## Question

A hexagonal polytype of diamond, with six double layers of carbon in the cell, was computed with ten density functionals. The atoms were held in the same places throughout. The column "gap" is the distance from the highest filled to the lowest empty orbital level. The column "rung" sorts the functionals by what they use: the density at each point (LDA), also its gradient (GGA), or also the kinetic-energy density of the orbitals (meta-GGA). The label of VV10 is loose: besides the gradient it uses a nonlocal correlation term, which links the densities at pairs of points.

Kohn–Sham DFT with FLEUR, SIESTA and Ansatz for a 12-atom hexagonal carbon cell (P6₃/mmc) at fixed geometry, without spin polarisation or spin–orbit coupling. All runs use a 12×12×3 k mesh and Fermi–Dirac smearing of 0.05 eV; gaps are read along high-symmetry lines. Under "basis", Kmax is in bohr⁻¹ and values in eV are plane-wave cutoffs.

```tsv
method	rung	program	potentials	basis	gap (eV)
BH	LDA	FLEUR	all electron	5.04 Kmax	4.341
PZ	LDA	FLEUR	all electron	5.33 Kmax	4.323
Wigner	LDA	FLEUR	all electron	5.33 Kmax	4.252
Xalpha	LDA	FLEUR	all electron	5.33 Kmax	4.226
BP86	GGA	SIESTA	PseudoDojo 0.4 standard NC	DZP	4.552
PBE	GGA	Ansatz	JTH PAW	780 eV	4.357
PBEsol	GGA	FLEUR	all electron	5.04 Kmax	4.236
VV10	GGA	SIESTA	PseudoDojo 0.4 standard NC	DZP	4.639
WC	GGA	FLEUR	all electron	5.33 Kmax	4.279
r2SCAN	meta-GGA	Ansatz	Ansatz PAW	500 eV	4.579
```

Three of the LDA rows share program, basis and potentials. Xalpha has exchange alone, while Wigner and PZ add two different formulas for the correlation of a uniform electron gas. Let r be the radius, in bohr, of a sphere that holds one valence electron on average. The correlation energies per electron, in hartree, are

Wigner: ε = −0.44 / (r + 7.8)

PZ, for r ≥ 1: ε = −0.1423 / (1 + 1.0529√r + 0.3334r)

Further data from the same calculations:

- Each atom brings four valence electrons and occupies 5.67 Å³.
- The total energy of Wigner lies 1.375 eV per electron, core electrons included, below that of Xalpha. The drop from Xalpha to PZ is 1.32 times as large.
- The pressure in the BP86 run is 12.7 GPa higher than in the PBE run. Here the PBE pressure is taken without the Pulay correction, which allows for the change of the plane-wave basis with the cell. With the correction the difference is 12.5 GPa.

Ordinary cubic diamond has a measured gap of roughly 5.5 eV, a recalled value that serves only as a scale.

(a) Both correlation formulas open the gap beyond that of Xalpha. Explain the ratio of the two openings from the formulas. Is the correlation energy a good guide?

(b) Can a better local correlation formula bring the gap to its true size?

(c) Does the table show that a higher rung gives a better gap?

## Model answer

**(a) The slope of the potential sets the opening.** Start with a limiting case, a crystal in which the density is the same everywhere. A local correlation potential would then be one constant, and it would lower filled and empty levels alike. The energy could change by a large amount while the gap stayed put. In a real crystal the gap can respond only because the two band edges sample different densities.

In diamond-like carbon the top filled states lie largely in the bonds, where electrons are dense. The lowest empty states have more weight in the thinner regions between them. Correlation attracts more strongly where the density is high, so it lowers the filled edge a little further than the empty one. The gap opens by the difference, which is roughly the slope of the potential times the difference in r felt by the two edges. The density also readjusts a little, but this response grows roughly in proportion to the same slope.

That difference in r belongs to the crystal and is nearly the same for both formulas. It therefore cancels when the two openings are divided by each other. What remains is the ratio of two slopes, taken at the mean valence density. One electron in 5.67/4 Å³ corresponds to r ≈ 1.3 bohr.

The potential follows from the energy by v = ε − (r/3) dε/dr. Evaluated on either side of the mean density, it gives:

- Wigner: −1.389 eV at r = 1.2 and −1.367 eV at r = 1.4, a rise of 0.022 eV.
- PZ: −1.710 eV at r = 1.2 and −1.619 eV at r = 1.4, a rise of 0.091 eV.

The PZ potential is thus steeper by a factor of 0.091/0.022 ≈ 4.1. The table gives a Wigner opening of 4.252 − 4.226 = 0.026 eV. The estimate for PZ is 4.1 × 0.026 ≈ 0.11 eV.

The computed PZ opening is 4.323 − 4.226 = 0.097 eV, so the estimate is about a tenth too high relative to it. The Wigner row set the scale, and the PZ row took no part in the estimate. Scaling by the correlation energy instead would give 1.32 × 0.026 ≈ 0.034 eV, about a third of the computed opening. The correlation energy is a poor guide.

This exposes a failure of the Wigner formula. It supplies about three quarters of the PZ correlation energy but little more than a quarter of the opening. The reason shows in the limit of very high density, where the Wigner potential levels off at −0.44/7.8 hartree, or −1.535 eV. Two places of different but high density then feel the same attraction. In the uniform gas the attraction keeps growing with the logarithm of the density, and PZ contains this growth in a separate formula for r below 1.

**(b) The shortfall is of another size and another kind.** From Xalpha to PZ the filled edge falls by 1.727 eV and the empty edge by 1.633 eV, both read on the k mesh, which can miss the exact band edge slightly. Nearly all of the correlation potential acts as a common shift, and only about a twentieth of it reaches the gap. Against the rough 5.5 eV, the PZ gap is still about 1.2 eV too small. Adding the whole of local correlation has moved it by less than a tenth of that amount.

Every row of the table lies below 5.5 eV, by about 0.9 to 1.3 eV. The measured value belongs to another stacking, which may shift the gap by some tenths of an electronvolt. The motion of the atoms, absent here, does not excuse the shortfall. It lowers the measured gap of diamond, so a calculation with atoms at rest ought to lie above the measured value.

The main cause shows in a second limiting case. Add one electron to a very large crystal: the density at each point changes by almost nothing. A potential that follows the density smoothly, as in the LDA and GGA rows, therefore also changes by almost nothing. The exact potential jumps upward by a constant at this moment, and the jump is part of the true gap. No choice of constants in a smooth local formula can create it.

The r2SCAN functional uses the orbitals as well as the density, so its potential can treat filled and empty states differently. Theory therefore lets it recover a part of the jump. Its gap is 0.222 eV above that of PBE, which has the expected sign. The atomic potentials and the plane-wave cutoff change between these two rows as well, so the share due to the functional is untested.

**(c) The rungs do not form a ladder here.** The cleanest comparison is WC against PZ. Program, basis and potentials are the same, and for a uniform density the two functionals give nearly the same energy, so the gradient terms are what is new. Wigner and Xalpha share the settings but not this limit. WC stands one rung higher, yet its gap is 0.044 eV smaller. At a fixed geometry the gradient terms of this functional do not open the gap. One such pair is enough to refute the rule that each step up improves the gap.

The rows labelled GGA span 0.403 eV, from PBEsol to VV10, and still 0.316 eV if VV10 is left out for its nonlocal term. The full span includes the meta-GGA row and every LDA row except Xalpha. Sorting by program gives a tidier order than sorting by rung, since every FLEUR gap lies below every gap from the other two programs. No functional was run in two programs, so the table cannot separate the effect of the functional from that of the program and its settings.

BP86 shows where to look. Its gap lies 0.195 eV above that of PBE, another functional of the same rung. Its pressure is also more than 12 GPa higher with the atoms in the same places, with or without the Pulay correction, although the two functionals are known to give similar bond lengths in such solids. So large a difference points to the numerical description rather than to the functional.

Two differences in that description are under suspicion. The BP86 run uses a small set of atomic orbitals (DZP), and its atomic potentials were not made for this functional. A small set usually describes the spread-out empty states less well than the filled ones, which pushes the gap up. The functional itself may also add to the gap, since similar bond lengths do not guarantee similar gaps. A PBE run with the same orbitals and potentials would separate the share of the functional from that of the numerical description.

## Remarks on the reasoning

**Was the comparison in (a) fair?** It requires that Xalpha contain the same exchange as the other two rows, although the strength of Xalpha exchange can be chosen freely. The total energies settle this. If only correlation was added, the drop from Xalpha to Wigner should lie between the Wigner energy at the mean valence density, −1.313 eV per electron, and its high-density limit of −1.535 eV. The computed −1.375 eV does. Exchange in carbon amounts to some twenty electronvolts per electron, so a strength changed by five per cent would have moved the result by about 1 eV, far out of this window.

**How far can the slope rule be trusted?** One mean density stands in for a crystal whose density varies strongly. If r is moved between 1.0 and 1.9 bohr, the predicted ratio runs from 4.9 down to 3.1. The rule therefore separates a factor of about four from the factor of 1.3 given by the energies, but it does not deliver a second digit. The smallest direct gap on the k mesh, in which the electron keeps its wave vector, gives a computed ratio of 4.2 and supports the same reading. Basis and k mesh are usual working values, not converged limits. Equal settings should cancel most of the error between the three rows, but what remains in an opening as small as 0.026 eV was not tested.

**How is the rule used for another formula?** Compare the slopes of the potentials near the mean valence density and ignore their depths. The BH formula is slightly steeper there than PZ, so its gap should be slightly larger. The table has it larger by 0.018 eV. The BH run used a smaller basis, however, so this small difference agrees with the rule without being a clean test of it.

**Is the close agreement of the LDA rows a sign of accuracy?** No. These rows agree because they share the same exchange, and because local correlation acts mostly as a common shift of all levels. The jump is absent from every one of them. Their spread measures how much the gap depends on the choice of formula. The error common to all of them shows only against a measurement or a theory that contains the jump.
